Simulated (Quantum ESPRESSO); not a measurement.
# Ga in Quantum ESPRESSO: the effect of target pressure

Crystal: Ga.

```xyz
2
Lattice="2.7784 0.0000 0.0000 0.0000 3.2816 0.0000 -1.3434 0.0000 3.9903" Properties=species:S:1:pos:R:3 pbc="T T T"
Ga   -0.6607    2.4612    3.0732
Ga    2.0957    0.8204    0.9171
```

This isn't the form of Ga at room conditions, which is orthorhombic.

Alike in all runs:

- Program: Quantum ESPRESSO 7.5
- Task: relaxation of cell and atoms
- Functional: PBEsol
- Potentials or basis: GBRV 1.5 PBEsol
- Cutoff: 871 eV
- Density cutoff: 7007 eV
- k mesh: 7 × 6 × 5
- Occupations: fermi-dirac, width 0.05 eV
- Spin: no spin polarisation

Each run relaxes the cell or the atoms first.

Task: One run gave: relaxed volume 17.91 Å³/atom. Which target pressure did it use?
A. 10 GPa
B. 2 GPa
C. 30 GPa
D. 0 GPa
E. 20 GPa

Result: D.

| target pressure | relaxed volume (Å³/atom) |
| --- | --- |
| 0 GPa | 17.91 |
| 2 GPa | 17.39 |
| 5 GPa | 16.74 |
| 10 GPa | 15.90 |
| 20 GPa | 14.72 |
| 30 GPa | 13.89 |

Caveats: the volume moved by over 15 % at a fixed basis, so the end points are rough (some runs).
